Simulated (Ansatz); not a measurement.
# MnSb: the cost of one run

Computed with Ansatz 0.2.0 (DFT LDA, scalar-relativistic, plane waves, PAW, unless a step's input says otherwise).

**1. The system as given**

It takes space group P6_3/mmc (No. 194, hexagonal). The conventional cell has a = 4.150 Å, b = 4.150 Å, c = 5.780 Å, α = 90.00°, β = 90.00°, γ = 120.00°. Mn (site symmetry -3m) has 6 Sb at 2.80 Å and 2 Mn at 2.89 Å as nearest neighbours. Around Sb (site symmetry -6m2) lie 6 Mn at 2.80 Å.

As a file:

```cif
data_structure
_symmetry_space_group_name_H-M 'P 1'
_symmetry_Int_Tables_number 1
_cell_length_a 4.1500
_cell_length_b 4.1500
_cell_length_c 5.7800
_cell_angle_alpha 90.000
_cell_angle_beta 90.000
_cell_angle_gamma 120.000
_cell_volume 86.21
loop_
_atom_site_label
_atom_site_type_symbol
_atom_site_fract_x
_atom_site_fract_y
_atom_site_fract_z
_atom_site_occupancy
Mn1 Mn 0.00000 0.00000 0.00000 1
Mn2 Mn 0.00000 0.00000 0.50000 1
Sb1 Sb 0.33333 0.66667 0.25000 1
Sb2 Sb 0.66667 0.33333 0.75000 1
```

**2. Af**

input.yaml

```yaml
crystal:
  lattice:
    - [4.15, 0.0, 0.0]
    - [-2.075, 3.5940054257, 0.0]
    - [0.0, 0.0, 5.78]
  atoms:
    - { symbol: Mn, position: [0.0, 0.0, 0.0], spin: 3.5 }
    - { symbol: Mn, position: [0.0, 0.0, 0.5], spin: -3.5 }
    - { symbol: Sb, position: [0.3333333333, 0.6666666667, 0.25] }
    - { symbol: Sb, position: [0.6666666667, 0.3333333333, 0.75] }
magnetization:
  spin_polarized: true
scf:
  occupations: { method: gaussian, width: 0.05 }
output:
  forces: true
  stress: true
  populations: true
hamiltonian:
  xc: lda
kpoints:
  mp_grid: { grid: [14, 14, 8] }
```

Run with:

```sh
> ansatz run input.yaml --threads 4 --pin off --max-ram 8192MiB --backend cpu --events-out ev --progress --plain --runs-dir out
```

**Question.** How long does this run take on 4 threads of Arm Neoverse V2, shared host, and how much memory does it need?

About 25 s, with a peak of 1 GiB.
